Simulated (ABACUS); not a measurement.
The system is Sn.

```
Sn
1.0
    -1.72654    1.77555    2.33834
     1.72654   -1.77555    2.33834
     1.72654    1.77555   -2.33834
Sn
1
Cartesian
  0.0000 0.0000 0.0000
```

This isn't the form of Sn at room conditions, which is tetragonal (white tin).

Base run:

| Item | Value |
| --- | --- |
| Program | ABACUS 3.10.1 |
| Functional | PBEsol |
| Potentials or basis | SG15 ONCV 1.2 PBE |
| Cutoff | 1361 eV |
| Density cutoff | 5442 eV |
| Basis | DZP LCAO (the cutoffs set its grid) |
| k mesh | 8 × 8 × 8 |
| Occupations | fermi-dirac, width 0.05 eV |
| Spin | no spin polarisation |

Its results: band gap on the k mesh none (metal or under the smearing width); pressure -2.0 GPa.

Task: The run is repeated on the same cell with these changes: functional from PBEsol to TPSS. What comes out?

Result: Band gap on the k mesh none (metal or under the smearing width); pressure -1.1 GPa.

Caveats: the atomic orbitals were generated for these runs and aren't a published set; the potentials were made for another functional, which shifts forces and pressure; the basis of atomic orbitals isn't converged, which shifts pressures, moduli and gaps.
